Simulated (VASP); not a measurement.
# BN (F-43m) in VASP: single point with HSE06

Aim: the single point of BN with HSE06.

Everything below comes from runs of VASP 6.6.1. Logs are shortened: lines on timing, memory, paths and dates and some standing lists are left out, and cuts for length are marked.

**Measured values to compare with.**

From a printed reference work, monograph, for a bulk crystal of BN at 300 K: band gap 6.4 eV (indirect).

How close the calculation comes is told below.

## Step 1: The structure

The structure is cubic, space group F-43m (No. 216). The conventional cell has a = 3.607 Å, b = 3.607 Å, c = 3.607 Å, α = 90.00°, β = 90.00°, γ = 90.00°. Around B (site symmetry -43m) lie 4 N at 1.56 Å. N (site symmetry -43m) is surrounded by 4 B at 1.56 Å.

The cell is a database's computed one.

## Step 2: Single point, HSE06

Contents of POSCAR:

```
BN
1.0
    0.0000000000      1.8033400000      1.8033400000
    1.8033400000      0.0000000000      1.8033400000
    1.8033400000      1.8033400000      0.0000000000
B N
1 1
Direct
    0.0000000000      0.0000000000      0.0000000000
    0.2500000000      0.2500000000      0.2500000000
```

Contents of INCAR.step1:

```
PREC = Accurate ; ENCUT = 520
EDIFF = 1E-5 ; ISMEAR = 0
SIGMA = 0.02 ; LREAL = F
LASPH = T ; NELM = 80
ALGO = Normal ; ISIF = 2
LWAVE = T ; LCHARG = F
GGA = PE
```

Contents of INCAR.step2:

```
PREC = Accurate ; ENCUT = 520
EDIFF = 1E-6 ; ISMEAR = 0
SIGMA = 0.02 ; LREAL = F
LASPH = T ; NELM = 80
ALGO = Normal ; ISIF = 2
LWAVE = F ; LCHARG = F
GGA = PE ; LHFCALC = T
HFSCREEN = 0.2 ; PRECFOCK = Fast
ISTART = 1
```

Contents of KPOINTS:

```
Automatic mesh
0
Gamma
  8 8 8
```

Potentials or basis: VASP PAW PBE potentials, release 64 (B, N).

On the command line:

```sh
cat potpaw_PBE.64/B/POTCAR potpaw_PBE.64/N/POTCAR > POTCAR
cp INCAR.step1 INCAR
mpirun -np 1 vasp_std > vasp.out
cp INCAR.step2 INCAR
mpirun -np 1 vasp_std > vasp.out
```

OUTCAR:

```text
PREC = Accurate
   ENCUT = 520
   EDIFF = 1E-6
   ISMEAR = 0
   LREAL = F
   LASPH = T
   NELM = 80
   ISIF = 2
   GGA = PE
   LHFCALC = T
   HFSCREEN = 0.2
   PRECFOCK = Fast
   ISTART = 1

 ion  position               nearest neighbor table
   1  0.000  0.000  0.000-   2 1.56   2 1.56   2 1.56   2 1.56
   2  0.250  0.250  0.250-   1 1.56   1 1.56   1 1.56   1 1.56

  LATTYP: Found a face centered cubic cell.
 ALAT       =     3.6066800000

  Lattice vectors:

 A1 = (   0.0000000000,   1.8033400000,   1.8033400000)
 A2 = (   1.8033400000,   0.0000000000,   1.8033400000)
 A3 = (   1.8033400000,   1.8033400000,   0.0000000000)

Analysis of symmetry for initial positions (statically):
=====================================================================
 Subroutine PRICEL returns:
 Original cell was already a primitive cell.

 Routine SETGRP: Setting up the symmetry group for a
 face centered cubic supercell.

 Subroutine GETGRP returns: Found 24 space group operations
 (whereof 24 operations were pure point group operations)
 out of a pool of 48 trial point group operations.

The static configuration has the point symmetry T_d .

Analysis of symmetry for dynamics (positions and initial velocities):
=====================================================================
 Subroutine PRICEL returns:
 Original cell was already a primitive cell.

 Routine SETGRP: Setting up the symmetry group for a
 face centered cubic supercell.

 Subroutine GETGRP returns: Found 24 space group operations
 (whereof 24 operations were pure point group operations)
 out of a pool of 48 trial point group operations.

The dynamic configuration has the point symmetry T_d .

 Subroutine INISYM returns: Found 24 space group operations
 (whereof 24 operations are pure point group operations),
 and found     1 'primitive' translations

----------------------------------------------------------------------------------------

                                     Primitive cell

  volume of cell :      11.7291

  direct lattice vectors                    reciprocal lattice vectors
     0.000000000  1.803340000  1.803340000    -0.277263300  0.277263300  0.277263300
     1.803340000  0.000000000  1.803340000     0.277263300 -0.277263300  0.277263300
     1.803340000  1.803340000  0.000000000     0.277263300  0.277263300 -0.277263300

  length of vectors
     2.550307886  2.550307886  2.550307886     0.480234123  0.480234123  0.480234123

  position of ions in fractional coordinates (direct lattice)
     0.000000000  0.000000000  0.000000000
     0.250000000  0.250000000  0.250000000

  ion indices of the primitive-cell ions
   primitive index   ion index
                 1           1
                 2           2

----------------------------------------------------------------------------------------

 KPOINTS: Automatic mesh

Automatic generation of k-mesh.
 Grid dimensions read from file:
 generate k-points for:    8    8    8

 Generating k-lattice:

  Cartesian coordinates                     Fractional coordinates (reciprocal lattice)
    -0.034657913  0.034657913  0.034657913     0.125000000  0.000000000  0.000000000
     0.034657913 -0.034657913  0.034657913     0.000000000  0.125000000  0.000000000
     0.034657913  0.034657913 -0.034657913     0.000000000  0.000000000  0.125000000

  Length of vectors
     0.060029265  0.060029265  0.060029265

  Shift w.r.t. Gamma in fractional coordinates (k-lattice)
     0.000000000  0.000000000  0.000000000

 Subroutine IBZKPT returns following result:
 ===========================================

 Found     29 irreducible k-points:

 Following reciprocal coordinates:
            Coordinates               Weight
  0.000000  0.000000  0.000000      1.000000
  0.125000  0.000000  0.000000      8.000000
  0.250000  0.000000  0.000000      8.000000
  0.375000  0.000000  0.000000      8.000000
  0.500000  0.000000  0.000000      4.000000
  0.125000  0.125000  0.000000      6.000000
[... 16 lines left out ...]
  0.500000  0.250000  0.125000     48.000000
 -0.375000  0.250000  0.125000     24.000000
 [... further k-points ...]
   k-points           NKPTS =     29   k-points in BZ     NKDIM =    512   number of bands    NBANDS=      8
   number of dos      NEDOS =    301   number of ions     NIONS =      2
   total plane-waves  NPLWV =   8000
   dimension x,y,z NGX =    20 NGY =   20 NGZ =   20
   dimension x,y,z NGXF=    40 NGYF=   40 NGZF=   40
   ions per type =               1   1
   NGX,Y,Z   is equivalent  to a cutoff of  13.04, 13.04, 13.04 a.u.
   NGXF,Y,Z  is equivalent  to a cutoff of  26.07, 26.07, 26.07 a.u.
 SYSTEM =  unknown system
   PREC   = accura    normal or accurate (medium, high low for compatibility)
   ISTART =      1    job   : 0-new  1-cont  2-samecut
   ICHARG =      0    charge: 1-file 2-atom 10-const
   ISPIN  =      1    spin polarized calculation?
   LNONCOLLINEAR =      F non collinear calculations
   LSORBIT =      F    spin-orbit coupling
   LASPH  =      T    aspherical Exc in radial PAW
   ENCUT  =  520.0 eV  38.22 Ry    6.18 a.u.   4.74  4.74  4.74*2*pi/ulx,y,z
   NELM   =     80;   NELMIN=  2; NELMDL=  0     # of ELM steps
   EDIFF  = 0.1E-05   stopping-criterion for ELM
   LREAL  =      F    real-space projection
   EDIFFG = 0.1E-04   stopping-criterion for IOM
   NSW    =      0    number of steps for IOM
   IBRION =     -1    ionic relax: 0-MD 1-quasi-New 2-CG
   NFREE  =      0    steps in history (QN), initial steepest desc. (CG)
   ISIF   =      2    stress and relaxation
   ISYM   =      3    0-nonsym 1-usesym 2-fastsym
   POTIM  = 0.5000    time-step for ionic-motion
   TEBEG  =    0.0;   TEEND  =   0.0 temperature during run
   PSTRESS=    0.0 pullay stress
   NELECT =       8.0000    total number of electrons
   NUPDOWN=      -1.0000    fix difference up-down
   EMIN   =  10.00;   EMAX   =-10.00  energy-range for DOS
   EFERMI =   0.00;   METHOD = LEGACY
   ISMEAR =     0;   SIGMA  =   0.02  broadening in eV -4-tet -1-fermi 0-gaus
   EFERMI_NEDOS =   21; number of points for ismear=-14 and -15
   IALGO  =     38    algorithm
   IMIX   =      1    mixing-type and parameters
     AMIX     =   0.40;   BMIX     =  1.00
     AMIX_MAG =   1.60;   BMIX_MAG =  1.00
  volume/ion in A,a.u.               =       5.86        39.58
  Fermi-wavevector in a.u.,A,eV,Ry     =   1.441066  2.723220 28.254828  2.076671
  Thomas-Fermi vector in A             =   2.559740
   LORBIT       =      0    0 simple, 1 ext, 2 COOP (PROOUT), +10 PAW based schemes
   GGA     = PE    functional components
   LHFCALC =     T    Hartree Fock is set to
   PRECFOCK=fast      Normal, Fast or Accurate (Low or Medium for compatibility)
   ENCUT4O =  -1.0   cutoff for four orbital integrals eV
   NKREDX  =     1    reduce k-point grid by
   NKREDY  =     1    reduce k-point grid by
   NKREDZ  =     1    reduce k-point grid by
   AEXX    =    0.2500 exact exchange contribution
   HFSCREEN=    0.2000 screening length (either q_TF or 0.3 A-1)
   HFSCREENC=   0.2000 screening length for correlation (either q_TF or 0.3 A-1)
   ENCUTFOCK=  -1.0 apply spherical cutoff to Coloumb kernel
   IVDW    =     0    specifies the selected vdW correction
   LEPSILON=     F    determine dielectric tensor
   LRPA    =     F    only Hartree local field effects (RPA)
 non-spin polarized calculation
 Gauss-broadening in eV      SIGMA  =   0.02
  energy-cutoff  :      520.00
  volume of cell :       11.73
 maximum number of plane-waves:       332
  NGX = 12; NGY = 12; NGZ = 12

 number of electron       7.9999999 magnetization

 Free energy of the ion-electron system (eV)
  ---------------------------------------------------
  ext. energy  EPLUGINS =         0.00000000
  ---------------------------------------------------
  free energy    TOTEN  =       -20.36312830 eV

  energy without entropy =      -20.36312830  energy(sigma->0) =      -20.36312830

 E-fermi :   6.7784     XC(G=0): -10.5014

 val. band max:        6.6158734124   @ k =   0.0000   0.0000   0.0000
 cond. band min:      12.4213621317   @ k =   0.5000   0.5000   0.0000
 fundamental gap:      5.8054887193
 Fermi energy:         6.7783749892

 k-point     1 :       0.0000    0.0000    0.0000
  band No.  band energies     occupation
      1     -15.5765      2.00000
      2       6.6159      2.00000
      3       6.6159      2.00000
      4       6.6159      2.00000
      5      17.2279      0.00000
      6      17.2279      0.00000
      7      17.2279      0.00000
      8      18.8876      0.00000

 k-point     2 :       0.1250    0.0000    0.0000
  band No.  band energies     occupation
      1     -15.1658      2.00000
      2       4.5818      2.00000
      3       6.2073      2.00000
      4       6.2073      2.00000
      5      17.5930      0.00000
      6      17.8465      0.00000
      7      17.8465      0.00000
      8      20.1830      0.00000

 k-point     3 :       0.2500    0.0000    0.0000
  band No.  band energies     occupation
      1     -13.9738      2.00000
      2       0.6249      2.00000
      3       5.3930      2.00000
      4       5.3930      2.00000
      5      18.0639      0.00000
      6      18.8626      0.00000
      7      18.8626      0.00000
      8      22.3860      0.00000

 k-point     4 :       0.3750    0.0000    0.0000
  band No.  band energies     occupation
      1     -12.2161      2.00000
      2      -3.1657      2.00000
      3       4.7371      2.00000
      4       4.7371      2.00000
      5      18.4388      0.00000
      6      19.2110      0.00000
      7      19.2110      0.00000
      8      23.7075      0.00000

 k-point     5 :       0.5000    0.0000    0.0000
  band No.  band energies     occupation
      1     -11.0175      2.00000
      2      -5.0859      2.00000
      3       4.4976      2.00000
      4       4.4976      2.00000
      5      18.5779      0.00000
      6      19.1913      0.00000
      7      19.1913      0.00000
      8      24.0873      0.00000
[... 177 lines left out ...]
 k-point    22 :       0.3750    0.2500    0.1250
  band No.  band energies     occupation
      1     -12.9576      2.00000
      2       0.3654      2.00000
      3       2.3281      2.00000
      4       4.4165      2.00000
      5      16.8944      0.00000
      6      20.4428      0.00000
      7      21.2477      0.00000
      8      22.0897      0.00000

 k-point    23 :       0.5000    0.2500    0.1250
  band No.  band energies     occupation
      1     -11.3162      2.00000
      2      -2.3904      2.00000
      3       1.4197      2.00000
      4       3.4101      2.00000
      5      17.7283      0.00000
      6      19.8740      0.00000
      7      22.5599      0.00000
      8      23.4667      0.00000

 k-point    24 :      -0.3750    0.2500    0.1250
  band No.  band energies     occupation
      1     -10.2546      2.00000
      2      -3.9920      2.00000
      3       1.3299      2.00000
      4       2.8664      2.00000
      5      17.8958      0.00000
      6      19.6975      0.00000
      7      23.2809      0.00000
      8      24.7667      0.00000

 [... further k-points ...]
[... 5 lines left out ...]
  --------------------------------------------------------------------------------------
  -------------------------------------------------------------------------------------
  Total       -0.2182663     -0.2182663     -0.2182663     -0.0000000     -0.0000000      0.0000000
  in kB      -29.8149708    -29.8149708    -29.8149708     -0.0000000     -0.0000000      0.0000000
  external PRESSURE =     -29.8149708 kB  Pullay stress =       0.0000000 kB

 VOLUME and BASIS-vectors are now :
 -----------------------------------------------------------------------------
  energy-cutoff  :      520.00
  volume of cell :       11.73
      direct lattice vectors                 reciprocal lattice vectors
     0.000000000  1.803340000  1.803340000    -0.277263300  0.277263300  0.277263300
     1.803340000  0.000000000  1.803340000     0.277263300 -0.277263300  0.277263300
     1.803340000  1.803340000  0.000000000     0.277263300  0.277263300 -0.277263300

 POSITION                                       TOTAL-FORCE (eV/Angst)
 -----------------------------------------------------------------------------------
      0.00000      0.00000      0.00000         0.000000     -0.000000      0.000000
      0.90167      0.90167      0.90167        -0.000000      0.000000     -0.000000
 -----------------------------------------------------------------------------------
    total drift:                                0.000001     -0.000001      0.000000

  FREE ENERGIE OF THE ION-ELECTRON SYSTEM (eV)
  ---------------------------------------------------
  free  energy   TOTEN  =       -20.3631282992 eV

  energy  without entropy=      -20.3631282992  energy(sigma->0) =      -20.36312830
```

Run time: 2.4 min. Hardware: 1 thread of Intel Xeon Platinum 8488C (Sapphire Rapids), shared host; peak memory 0.22 GiB.

Results:

* Free energy: -20.3631 eV
* Pressure: -3.0 GPa
* Band gap on the k mesh: 5.81 eV, indirect (least direct gap 10.61 eV)

Caveat: the PAW data sets were made with another functional, which shifts forces and pressure a little.

## Step 3: Against experiment

Step 2. Measured gap of BN: 6.4 eV (indirect; 300 K; a printed reference work, monograph). This calculation gives 5.81 eV (-0.59 eV). The value is that of HSE06 on a finite k mesh, which can miss the band edges, without temperature or zero-point motion. The cell is a database's relaxed one, not the measured one, which moves gaps too.
